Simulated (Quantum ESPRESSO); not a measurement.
FeO (Wuestite):

```xyz
2
Lattice="0.0000 2.1554 2.1554 2.1554 0.0000 2.1554 2.1554 2.1554 0.0000" Properties=species:S:1:pos:R:3 pbc="T T T"
Fe    0.0000    0.0000    0.0000
O     2.1554    2.1554    2.1554
```

Program: Quantum ESPRESSO 7.5. Alike in all runs: task band structure; spin collinear, ferromagnetic start; cell as given; k mesh 11 × 11 × 11; smearing fermi-dirac 0.05 eV.

Task: Order these runs on this cell by their pressure, lowest first.
A. level LDA; potentials or basis GBRV 1.5 LDA; cutoff (eV) 762; form of the LDA correlation PZ81
B. level PBEsol; potentials or basis GBRV 1.5 PBEsol; cutoff (eV) 762
C. level PBE; potentials or basis PseudoDojo 0.4.1 SR PBE standard; cutoff (eV) 1225

Result: A (-15.5 GPa), B (-8.4 GPa), C (-1.0 GPa).

Caveats: a cell with one magnetic atom can't hold antiferromagnetic order, which such compounds often take; so large a pressure means that the cell lies far from this level's equilibrium, or that cutoff or potentials fall short (some runs).

Not every run made on this cell is shown here.
